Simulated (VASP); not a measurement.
Computed with PW91 GGA, VASP's PBE PAW potentials (set 64) (plane waves; VASP).

A VASP calculation is set up with these files.

File POSCAR:
```
CsBr
1
    4.3783119169     0.0000000000     0.0000000000
    0.0000000000     4.3783119169     0.0000000000
    0.0000000000     0.0000000000     4.3783119169
Cs Br
1 1
Direct
  0.0000000000   0.0000000000   0.0000000000
  0.5000000000   0.5000000000   0.5000000000
```

INCAR:
```
SYSTEM = CsBr
PREC = Accurate; ENCUT = 520; LREAL = F
LASPH = T; ICHARG = 11
EDIFF = 1E-7; NELM = 100; ALGO = Normal
LMAXMIX = 4
ISMEAR = 0; SIGMA = 0.05
GGA = 91
LWAVE = F; LCHARG = F; LORBIT = 11
```

**KPOINTS**
```
k-points along high-symmetry lines
15
Line-mode
Reciprocal
  0.000000   0.000000   0.000000 ! GAMMA
  0.000000   0.500000   0.000000 ! X

  0.000000   0.500000   0.000000 ! X
  0.500000   0.500000   0.000000 ! M

  0.500000   0.500000   0.000000 ! M
  0.000000   0.000000   0.000000 ! GAMMA

  0.000000   0.000000   0.000000 ! GAMMA
  0.500000   0.500000   0.500000 ! R

  0.500000   0.500000   0.500000 ! R
  0.000000   0.500000   0.000000 ! X

  0.500000   0.500000   0.500000 ! R
  0.500000   0.500000   0.000000 ! M
```

POTCAR, in this order: Cs_sv Br (PBE.64 set). Program: vasp_std. Read from the step before: CHGCAR.

The resulting files:

OSZICAR:
```
       N       E                     dE             d eps       ncg     rms          rms(c)
DAV:   1     0.959393186378E+02    0.95939E+02   -0.65635E+03  2160   0.112E+03
DAV:   2     0.153333711263E+01   -0.94406E+02   -0.88593E+02  3244   0.179E+02
DAV:   3    -0.601483887780E+01   -0.75482E+01   -0.75143E+01  2684   0.577E+01
DAV:   4    -0.610296093780E+01   -0.88122E-01   -0.88073E-01  2548   0.722E+00
DAV:   5    -0.610386024034E+01   -0.89930E-03   -0.89911E-03  2684   0.701E-01
DAV:   6    -0.610387909650E+01   -0.18856E-04   -0.18851E-04  2564   0.917E-02
DAV:   7    -0.610387966999E+01   -0.57350E-06   -0.57344E-06  2696   0.136E-02
DAV:   8    -0.610387969012E+01   -0.20121E-07   -0.20120E-07  2272   0.230E-03
   1 F= -.61038797E+01 E0= -.61038797E+01  d E =-.391667E-12
```

File OUTCAR:
```
 val. band max:       -0.6449379958   @ k =   0.5000   0.5000   0.0000

 cond. band min:       3.6390017051   @ k =   0.0000   0.0000   0.0000



 k-point     1 :       0.0000    0.0000    0.0000
  band No.  band energies     occupation
      1     -20.4644      2.00000
      2     -12.9202      2.00000
      3      -7.1314      2.00000
      4      -7.1314      2.00000
      5      -7.1314      2.00000
      6      -0.6651      2.00000
      7      -0.6651      2.00000
      8      -0.6651      2.00000
      9       3.6390      0.00000
     10       4.3184      0.00000
     11       4.3184      0.00000
     12       8.2474      0.00000

 k-point     2 :       0.0000    0.0357    0.0000
  band No.  band energies     occupation
      1     -20.4639      2.00000
      2     -12.9203      2.00000
      3      -7.1361      2.00000
      4      -7.1304      2.00000
      5      -7.1304      2.00000
      6      -0.6854      2.00000
      7      -0.6671      2.00000
      8      -0.6671      2.00000
      9       3.6702      0.00000
     10       4.3263      0.00000
     11       4.3454      0.00000
     12       8.2455      0.00000

 k-point     3 :       0.0000    0.0714    0.0000
  band No.  band energies     occupation
      1     -20.4624      2.00000
      2     -12.9204      2.00000
      3      -7.1500      2.00000
      4      -7.1274      2.00000
      5      -7.1274      2.00000
      6      -0.7438      2.00000
      7      -0.6730      2.00000
      8      -0.6730      2.00000
      9       3.7615      0.00000
     10       4.3497      0.00000
     11       4.4253      0.00000
     12       8.2271      0.00000

 k-point     4 :       0.0000    0.1071    0.0000
  band No.  band energies     occupation
      1     -20.4600      2.00000
      2     -12.9206      2.00000
      3      -7.1721      2.00000
      4      -7.1225      2.00000
      5      -7.1225      2.00000
      6      -0.8339      2.00000
      7      -0.6824      2.00000
...
```

The density is held fixed in this step, so its total energy and stress have no physical meaning. Unless said otherwise, spin-orbit coupling is left out, though it shifts the bands of the heavy elements here.

The compound is CsBr in the CsCl type structure. It was relaxed first, which changed the volume by +6 %.
